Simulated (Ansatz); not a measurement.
Start from BeO in the wurtzite structure (space group P6_3mc, No. 186; a = 2.712 Å, c = 4.405 Å). Axes: x lies along a and z along c of the hexagonal cell.

Calculations: Kohn–Sham DFT with the PBE functional, run in Ansatz (a quantum-chemistry and plane-wave program) with PAW and 420 eV plane waves, no spin-orbit coupling.

Base values:

```
Quantity             Value
-------------  -----------
Band gap           7.45 eV
Gap character  direct at Γ
```

The change: the symmetric strain tensor [-0.0121 0.0078 0.0027; 0.0078 0.0018 -0.0008; 0.0027 -0.0008 0.0001]; the atoms relax in the strained cell.

### Question
What happens to the band gap?

### Answer
The band gap rises by 0.06 eV to 7.51 eV.

### Question
Estimate the effect on the energy relative to the base.

### Answer
The energy grows by 2.2 meV/atom.

### Question
What happens to the stress?

### Answer
The stress (xx, yy, zz, yz, xz, xy; compression positive) amounts to (5.12, 0.71, 0.80, 0.21, -0.73, -2.41) GPa.

### Question
Predict the new gap character.

### Answer
The gap character is still direct at Γ.

No phonon test of stability was made. k-point labels follow each cell's own Brillouin zone.
